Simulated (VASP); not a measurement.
**From VASP inputs to Ansatz: SnO₂ (strained fluorite)**

INCAR

```
LCHARG = .FALSE.
LASPH = .TRUE.
ISMEAR = 0
ENCUT = 520
NBANDS = 20
NSW = 0
LREAL = .FALSE.
EDIFF = 1E-7
LWAVE = .FALSE.
ISIF = 2
PREC = Accurate
METAGGA = R2SCAN
IBRION = -1
ALGO = Normal
SIGMA = 0.01
NELM = 120
```

KPOINTS

```
KPOINTS created by Atomic Simulation Environment
0
Gamma
8 8 8
0 0 0
```

KPOINTS_OPT

```
special points
6
Reciprocal
0.0000000000 0.0000000000 0.0000000000 1
0.5000000000 0.0000000000 0.5000000000 1
0.6250000000 0.2500000000 0.6250000000 1
0.3750000000 0.3750000000 0.7500000000 1
0.5000000000 0.5000000000 0.5000000000 1
0.5000000000 0.2500000000 0.7500000000 1
```

POSCAR

```
Sn O
 1.0000000000000000
     0.0000000000000000    2.5423341048000001    2.5334669704000001
     2.5423341048000001    0.0000000000000000    2.5334669704000001
     2.5423341048000001    2.5423341048000001    0.0000000000000000
 Sn  O
   1   2
Cartesian
  0.0000000000000000  0.0000000000000000  0.0000000000000000
  1.2711670523999998  1.2711670523999998  1.2667334851999998
  3.8135011571999997  3.8135011571999997  3.8002004555999997
```

VASP ran with the recommended PBE PAW datasets (26 valence electrons in the cell).

Q: Translate these files to an Ansatz input.

A: 

```yaml
crystal:
  lattice:
    - [0.0, 2.5423341048, 2.5334669704]
    - [2.5423341048, 0.0, 2.5334669704]
    - [2.5423341048, 2.5423341048, 0.0]
  atoms:
    - { symbol: Sn, position: [0.0, 0.0, 0.0] }
    - { symbol: O, position: [0.25, 0.25, 0.25] }
    - { symbol: O, position: [0.75, 0.75, 0.75] }
kpoints:
  mp_grid: { grid: [8, 8, 8] }
  band_path:
    path:
      - [0.0, 0.0, 0.0]
      - [0.5, 0.0, 0.5]
      - [0.625, 0.25, 0.625]
      - [0.375, 0.375, 0.75]
      - [0.5, 0.5, 0.5]
      - [0.5, 0.25, 0.75]
    npoints: 1
hamiltonian:
  xc: r2scan
scf:
  occupations: { method: fixed }
  n_extra_bands: 4
output:
  forces: true
  stress: true
  eigenvalues: true
```

Other inputs would serve too.

```csv
,VASP,Ansatz
gap between bands v and c,0.77 eV,0.76 eV
least direct gap,2.16 eV,2.14 eV
pressure,-0.2 GPa,-1.5 GPa
```

Each program uses its own PAW datasets. VASP's cell holds 26 valence electrons and Ansatz's 26. Ansatz's stress includes a Pulay correction; VASP's doesn't.
